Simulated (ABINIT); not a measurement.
Runs of ABINIT 10.8.3 (patched build) on In. The structure is cubic, space group Im-3m (No. 229). The conventional cell has a = 3.765 Å, b = 3.765 Å, c = 3.765 Å, α = 90.00°, β = 90.00°, γ = 90.00°. Around In (site symmetry m-3m) lie 8 In at 3.26 Å. This isn't the form of In at room conditions, which is tetragonal.

| level | gap on the mesh (eV) | pressure (GPa) |
| --- | --- | --- |
| r2SCAN | none | (a) |
| PBE | none | 1.0 |
| PBEsol | none | (b) |
| RPBE | none | 2.6 |
| WC | none | -1.7 |

Alike in all rows: task single point; potentials or basis JTH PAW PBE v2.0; no spin polarisation; cell as given; k mesh 10 × 10 × 10; cutoff (eV) 707; smearing fermi-dirac 0.05 eV.

Task: Fill in the values left out.

Result: (a) -0.5; (b) -1.9.

Caveats: the PAW data sets were made with another functional, which shifts forces and pressure a little (some runs).

A k mesh can miss the band edges, and the runs leave out spin-orbit coupling on In.

A gap of «none» marks a metal or a gap under the smearing width.
